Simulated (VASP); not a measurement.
Wanted: the native input for a VASP 6.6.1 run.

| Property | Result |
| --- | --- |
| Task | single point |
| Functional | r2SCAN |
| Dispersion | D3(BJ) |
| Potentials or basis | VASP PAW PBE potentials, release 64 (O, H, C) |
| Cutoff | 520 eV |
| k mesh | 1 × 1 × 1 |
| Occupations | fermi-dirac, width 0.02 eV |
| Spin | no spin polarisation |
| Dipole correction | no |
| Further INCAR settings | LREAL = Auto; ALGO = Normal; EDIFF = 1e-06; NBANDS = 71 |

H24CO11:

```
CELL_PARAMETERS angstrom
7.81393 0.00000 0.00000
0.00000 7.81393 0.00000
0.00000 0.00000 7.81393
ATOMIC_POSITIONS crystal
O 0.85072 0.09445 0.32387
O 0.70569 0.40081 0.47422
O 0.45851 0.80019 0.54151
O 0.90635 0.74033 0.39506
O 0.45140 0.54757 0.26357
O 0.60158 0.16805 0.73398
O 0.41861 0.12606 0.40118
O 0.14327 0.16819 0.08697
O 0.47066 0.25362 0.05432
O 0.72247 0.67982 0.07908
O 0.97471 0.47134 0.93745
H 0.78787 0.17942 0.38486
H 0.95174 0.13449 0.25429
H 0.78368 0.49718 0.47122
H 0.60370 0.44181 0.41517
H 0.55546 0.78810 0.61230
H 0.45848 0.69015 0.48196
H 0.90347 0.86897 0.40932
H 0.03293 0.71187 0.39831
H 0.53815 0.60121 0.18298
H 0.41353 0.43300 0.20051
H 0.50677 0.15297 0.65550
H 0.65415 0.26253 0.65886
H 0.44743 0.00573 0.43283
H 0.30329 0.12331 0.35713
H 0.26052 0.21084 0.07054
H 0.11437 0.07165 0.02684
H 0.50657 0.22388 0.93780
H 0.53014 0.19227 0.14350
H 0.79324 0.59532 0.01770
H 0.79191 0.71836 0.17526
H 0.03546 0.70459 0.79322
H 0.04036 0.39111 0.00279
H 0.16481 0.64969 0.97782
H 0.17123 0.51450 0.77742
C 0.09292 0.59087 0.86662
```

The cell was built by a generator and needn't be a form met in nature.

The input as run:

POSCAR

```
H24CO11
1.0
    7.8139350000      0.0000000000      0.0000000000
    0.0000000000      7.8139350000      0.0000000000
    0.0000000000      0.0000000000      7.8139350000
O H C
11 24 1
Direct
    0.8507237391      0.0944466520      0.3238701115
    0.7056879792      0.4008095793      0.4742168958
    0.4585141801      0.8001858219      0.5415069360
   -0.0936531978      0.7403312160      0.3950634347
    0.4513986871      0.5475730218      0.2635675879
    0.6015791020      0.1680459333      0.7339835819
    0.4186111095      0.1260568459      0.4011807111
    0.1432696842      0.1681867075      0.0869728248
    0.4706591493      0.2536238144      1.0543215422
    0.7224656975      0.6798239299      0.0790766752
   -0.0252881551      0.4713374247      0.9374534086
    0.7878744832      0.1794230436      0.3848637082
    0.9517355852      0.1344904968      0.2542892921
    0.7836768542      0.4971758787      0.4712222459
    0.6037035117      0.4418132477      0.4151685418
    0.5554563738      0.7881048409      0.6123035321
    0.4584757872      0.6901516329      0.4819594737
   -0.0965326689      0.8689731870      0.4093200161
    0.0329283517      0.7118692439      0.3983140377
    0.5381539519      0.6012079701      0.1829807901
    0.4135304427      0.4329956674      0.2005135697
    0.5067741157      0.1529703024      0.6554955986
    0.6541518454      0.2625309783      0.6588613803
    0.4474314158      0.0057333469      0.4328292979
    0.3032914914      0.1233053513      0.3571312021
    0.2605217474      0.2108412727      0.0705406431
    0.1143725920      0.0716540386      0.0268366706
    0.5065693533      0.2238820773      0.9377989451
    0.5301426234      0.1922718835      1.1434955627
    0.7932366983      0.5953210514      0.0176991490
    0.7919057428      0.7183576521      0.1752638075
    0.0354622863      0.7045873814      0.7932239006
    0.0403637860      0.3911089611      1.0027854084
    0.1648081280      0.6496854658      0.9778171945
    0.1712325480      0.5145038959      0.7774188037
    0.0929237318      0.5908674695      0.8666184195
```

INCAR.step1

```
ALGO     = Normal         # electronic algorithm
EDIFF    = 1E-4           # SCF threshold, eV
ENCUT    = 520            # plane-wave cutoff, eV
GGA      = PE             # functional
ISMEAR   = -1             # smearing method
LASPH    = True           # aspherical terms in the spheres
LCHARG   = False          # write CHGCAR
LREAL    = Auto         
LWAVE    = True           # write WAVECAR
NBANDS   = 71             # bands
NELM     = 60             # most SCF steps
PREC     = Accurate       # precision mode
SIGMA    = 0.02           # smearing width, eV
```

INCAR.step2

```
ALGO     = Normal         # electronic algorithm
EDIFF    = 1E-6           # SCF threshold, eV
ENCUT    = 520            # plane-wave cutoff, eV
ISIF     = 2              # what is computed and relaxed
ISMEAR   = -1             # smearing method
ISTART   = 1            
IVDW     = 12             # dispersion correction
LASPH    = True           # aspherical terms in the spheres
LCHARG   = False          # write CHGCAR
LMIXTAU  = True         
LREAL    = Auto         
LWAVE    = False          # write WAVECAR
METAGGA  = R2SCAN         # meta-GGA
NBANDS   = 71             # bands
NELM     = 60             # most SCF steps
PREC     = Accurate       # precision mode
SIGMA    = 0.02           # smearing width, eV
VDW_A1   = 0.49484001   
VDW_A2   = 5.73083694   
VDW_S6   = 1.0          
VDW_S8   = 0.78981345
```

KPOINTS

```
k-points
0
Gamma
  1 1 1
```

Potentials or basis: VASP PAW PBE potentials, release 64 (O, H, C).

The run is started by

```console
$ cat potpaw_PBE.64/O/POTCAR potpaw_PBE.64/H/POTCAR potpaw_PBE.64/C/POTCAR > POTCAR
$ cp INCAR.step1 INCAR
$ mpirun -np 1 vasp_gam > vasp.out
$ cp INCAR.step2 INCAR
$ mpirun -np 1 vasp_gam > vasp.out
```

It gave:

* Pressure: -2.1 GPa
* Largest force: 3.560 eV/Å
* Band gap on the k mesh: 4.93 eV, direct
* Dispersion energy per atom: -0.013 eV

Caveat: the PAW data sets were made with another functional, which shifts forces and pressure a little.

It took 4.3 min on 1 thread of Intel(R) Xeon(R) Platinum 8488C (Sapphire Rapids) (shared host), peak memory 0.53 GiB.
